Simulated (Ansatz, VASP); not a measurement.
# Two plane-wave programs on SnTe

File INCAR:

```
ALGO     = Fast           # electronic algorithm
EDIFF    = 1E-6           # SCF threshold, eV
EDIFFG   = -0.01          # ionic threshold
ENCUT    = 600            # plane-wave cutoff, eV
GGA      = RE             # functional
IBRION   = 2              # ionic algorithm
ISIF     = 3              # what is computed and relaxed
ISMEAR   = -1             # smearing method
LASPH    = T              # aspherical terms in the spheres
LCHARG   = F              # write CHGCAR
LREAL    = F              # projectors in reciprocal space
LWAVE    = F              # write WAVECAR
NELM     = 80             # most SCF steps
NSW      = 60             # ionic steps
PREC     = Accurate       # precision mode
SIGMA    = 0.05           # smearing width, eV
```

The input KPOINTS:

```
k-points
0
Gamma
  7 7 7
```

The input POSCAR:

```
SnTe
1.0
    0.0000000000      3.1508500000      3.1508500000
    3.1508500000      0.0000000000      3.1508500000
    3.1508500000      3.1508500000      0.0000000000
Te Sn
1 1
Direct
    0.5000000000      0.5000000000      0.5000000000
    0.0000000000      0.0000000000      0.0000000000
```

File input.yaml:

```yaml
crystal:
  lattice:
    - [0.0, 3.15085, 3.15085]
    - [3.15085, 0.0, 3.15085]
    - [3.15085, 3.15085, 0.0]
  atoms:
    - { symbol: Te, position: [0.5, 0.5, 0.5] }
    - { symbol: Sn, position: [0.0, 0.0, 0.0] }
hamiltonian:
  xc: revpbe
  pseudopotentials: { kind: paw }
kpoints:
  mp_grid: { grid: [7, 7, 7] }
scf:
  occupations: { method: fermi_dirac, width: 0.05 }
output:
  forces: true
  stress: true
relax:
  f_tol: 0.01
  max_steps: 40
  cell: { stress_tol: 0.05 }
```

Alike in both runs: task relaxation of cell and atoms; functional revPBE; k mesh 7 × 7 × 7; occupations fermi-dirac, width 0.05 eV; no spin polarisation.

|  | VASP | Ansatz |
| --- | --- | --- |
| version | VASP 6.6.1 | Ansatz 0.2.0 |
| potentials or method | VASP PAW PBE potentials, release 64 (Te, Sn_d) | Ansatz PAW |
| plane-wave cutoff (eV) | 600 | 420 |
| valence electrons in the cell | 20 | 30 |

```csv
,VASP,Ansatz,Ansatz less VASP
relaxed volume (Å³/atom),33.67,33.71,+0.034
relaxed cell length with the largest relative difference (Å),4.567,4.568,+0.0015
energy change over the relaxation (meV/atom),-23,-23,-0.3
```

The two sets of potentials don't hold the same shells in valence.

Caveats: the PAW data sets were made with another functional, which shifts forces and pressure a little (VASP); the plane-wave basis is chosen anew once the cell has moved, so the energies of steps on either side of that aren't comparable (Ansatz); the PAW data sets come from PBE, with cores solved anew for the run's functional, which leaves a small shift of forces and pressure (Ansatz). The runs have no spin-orbit coupling, so splittings on Te are missing. revPBE gives volumes clearly too large for solids.
